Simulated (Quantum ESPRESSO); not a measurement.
A run of Quantum ESPRESSO 7.5:

The input pw.in:

```
&CONTROL
  calculation = 'scf'
  prefix = 'pwscf'
  outdir = './tmp'
  pseudo_dir = './pseudo'
  tprnfor = .true.
  tstress = .true.
  disk_io = 'low'
/
&SYSTEM
  ibrav = 0
  nat = 2
  ntyp = 2
  ecutwfc = 84
  nbnd = 15
  input_dft = 'vdw-df-cx'
  occupations = 'smearing'
  smearing = 'fd'
  degauss = 0.00367493
/
&ELECTRONS
  conv_thr = 4d-10
  electron_maxstep = 120
  mixing_beta = 0.5
/
ATOMIC_SPECIES
As    74.9216 As.upf
B     10.8100 B.upf
CELL_PARAMETERS angstrom
   0.0000000000    2.3885000000    2.3885000000
   2.3885000000    0.0000000000    2.3885000000
   2.3885000000    2.3885000000    0.0000000000
ATOMIC_POSITIONS crystal
As     0.7500000000    0.7500000000    0.7500000000
B      0.0000000000    0.0000000000    0.0000000000
K_POINTS automatic
8 8 8 1 1 1
```

Contents of relax.in:

```
&CONTROL
  calculation = 'vc-relax'
  prefix = 'pwscf'
  outdir = './tmp'
  pseudo_dir = './pseudo'
  tprnfor = .true.
  tstress = .true.
  disk_io = 'low'
  nstep = 40
  forc_conv_thr = 0.0001
  etot_conv_thr = 1d-06
/
&SYSTEM
  ibrav = 0
  nat = 2
  ntyp = 2
  ecutwfc = 84
  nbnd = 15
  input_dft = 'vdw-df-cx'
  occupations = 'smearing'
  smearing = 'fd'
  degauss = 0.00367493
/
&ELECTRONS
  conv_thr = 4d-10
  electron_maxstep = 120
  mixing_beta = 0.5
/
&IONS
  ion_dynamics = 'bfgs'
/
&CELL
  cell_dynamics = 'bfgs'
  press = 0
  press_conv_thr = 0.2
/
ATOMIC_SPECIES
As    74.9216 As.upf
B     10.8100 B.upf
CELL_PARAMETERS angstrom
   0.0000000000    2.3885000000    2.3885000000
   2.3885000000    0.0000000000    2.3885000000
   2.3885000000    2.3885000000    0.0000000000
ATOMIC_POSITIONS crystal
As     0.7500000000    0.7500000000    0.7500000000
B      0.0000000000    0.0000000000    0.0000000000
K_POINTS automatic
8 8 8 1 1 1
```

Contents of scf2.in:

```
&CONTROL
  calculation = 'scf'
  prefix = 'pwscf'
  outdir = './tmp'
  pseudo_dir = './pseudo'
  tprnfor = .true.
  tstress = .true.
  disk_io = 'low'
/
&SYSTEM
  ibrav = 0
  nat = 2
  ntyp = 2
  ecutwfc = 84
  nbnd = 15
  input_dft = 'vdw-df-cx'
  occupations = 'fixed'
/
&ELECTRONS
  conv_thr = 1d-13
  electron_maxstep = 120
  mixing_beta = 0.5
  startingpot = 'file'
  startingwfc = 'file'
/
ATOMIC_SPECIES
As    74.9216 As.upf
B     10.8100 B.upf
CELL_PARAMETERS angstrom
   0.0000000000    2.3872240512    2.3872240512
   2.3872240512    0.0000000000    2.3872240512
   2.3872240512    2.3872240512    0.0000000000
ATOMIC_POSITIONS crystal
As     0.7500000000    0.7500000000    0.7500000000
B      0.0000000000    0.0000000000    0.0000000000
K_POINTS automatic
8 8 8 1 1 1
```

ph.in

```
phonons of BAs
&INPUTPH
  prefix = 'pwscf'
  outdir = './tmp'
  tr2_ph = 1d-16
  fildyn = 'dyn'
  niter_ph = 60
  alpha_mix(1) = 0.7
  epsil = .true.
/
0.0000000000 0.0000000000 0.0000000000
```

Contents of dynmat.in:

```
&INPUT
  fildyn = 'dyn'
  asr = 'crystal'
  lperm = .true.
  filout = 'dynmat.disp'
  fileig = 'dynmat.eig'
/
```

dynmat_lo.in

```
&INPUT
  fildyn = 'dyn'
  asr = 'crystal'
  filout = 'dynmat_lo.disp'
  fileig = 'dynmat_lo.eig'
  q(1) = 0
  q(2) = 0
  q(3) = 1
/
```

Potentials or basis: PseudoDojo 0.4.1 SR PBE standard.

The run is started by

```console
$ OMP_NUM_THREADS=1 pw.x -in pw.in > pw.out
$ OMP_NUM_THREADS=1 pw.x -in relax.in > relax.out
$ OMP_NUM_THREADS=1 pw.x -in scf2.in > scf2.out
$ OMP_NUM_THREADS=1 ph.x -in ph.in > ph.out
$ OMP_NUM_THREADS=1 dynmat.x -in dynmat.in > dynmat.out
$ OMP_NUM_THREADS=1 dynmat.x -in dynmat_lo.in > dynmat_lo.out
```

Hardware: 1 thread of Intel(R) Xeon(R) Platinum 8375C CPU @ 2.90GHz (Ice Lake), on a shared host.

Question: Estimate the wall time of this run.

Answer: It took 20 min on 1 thread of Intel(R) Xeon(R) Platinum 8375C CPU @ 2.90GHz (Ice Lake), with other jobs on the host, peak memory 0.17 GiB. Counts: scf iterations 39, k pools 1, bands 15, ion steps 3, k points 60, g dense 19195.
